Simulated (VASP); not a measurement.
**ZnSe (Stilleite): elastic constants with PBE**

**The experiment to reproduce.**

From a printed reference work, textbook, for a bulk crystal of ZnSe: high-frequency dielectric constant 5.9.

ZnSe (Stilleite):

```
Zn Se
1.0
     0.00000    2.86947    2.86947
     2.86947    0.00000    2.86947
     2.86947    2.86947    0.00000
Zn Se
1 1
Direct
  0.00000 0.00000 0.00000
  0.25000 0.25000 0.25000
```

```json
{
  "Program": "VASP 6.6.1",
  "Task": "elastic constants",
  "Functional": "PBE",
  "Potentials or basis": "VASP PAW PBE potentials, release 64 (Zn, Se)",
  "Cutoff": "600 eV",
  "k mesh": "14 × 14 × 14",
  "Occupations": "gaussian, width 0.03 eV",
  "Spin": "no spin polarisation",
  "Monkhorst-Pack mesh": "yes",
  "Ions in elastic constants": "relaxed",
  "Further INCAR settings": "ALGO = Fast; EDIFF = 1e-08; IBRION = 6; POTIM = 0.015; NSW = 1; ISIF = 3"
}
```

```yaml
Electronic_dielectric_tensor_diagonal: 7.34
Born_charges_mean_of_the_diagonal: Zn +2.11; Se -2.11 e
Elastic_constants_C11_C12_C44: 80, 46, 37 GPa
Voigt_bulk_modulus: 57 GPa
Highest_phonon_frequency_at_Γ_LO-TO_splitting_left_out: 196 cm⁻¹
```

Phonon frequencies in cm⁻¹ (negative: imaginary):
```
              q point        frequencies
(0.000, 0.000, 0.000)  0 0 0 196 196 196
```

Elastic tensor in Voigt notation (GPa, in the Cartesian axes of the cell as first typed):
```
80 46 46  0  0  0
46 80 46  0  0  0
46 46 80  0  0  0
 0  0  0 37  0  0
 0  0  0  0 37  0
 0  0  0  0  0 37
```

Electronic dielectric tensor:
```
7.34 0.00 0.00
0.00 7.34 0.00
0.00 0.00 7.34
```

Born effective charge tensors (e):
atom 1, Zn
```
2.11 0.00 0.00
0.00 2.11 0.00
0.00 0.00 2.11
```
atom 2, Se
```
-2.11  0.00  0.00
 0.00 -2.11  0.00
 0.00  0.00 -2.11
```

Clamped-ion elastic tensor (GPa):
```
80 46 46  0  0  0
46 80 46  0  0  0
46 46 80  0  0  0
 0  0  0 51  0  0
 0  0  0  0 51  0
 0  0  0  0  0 51
```

It took 67 min on 1 thread of Intel(R) Xeon(R) 6975P-C (Granite Rapids) (shared host), peak memory 2.4 GiB.

Against the measured high-frequency dielectric constant of ZnSe, 5.9 (a printed reference work, textbook), the calculated 7.34 is off by +24.4 %.
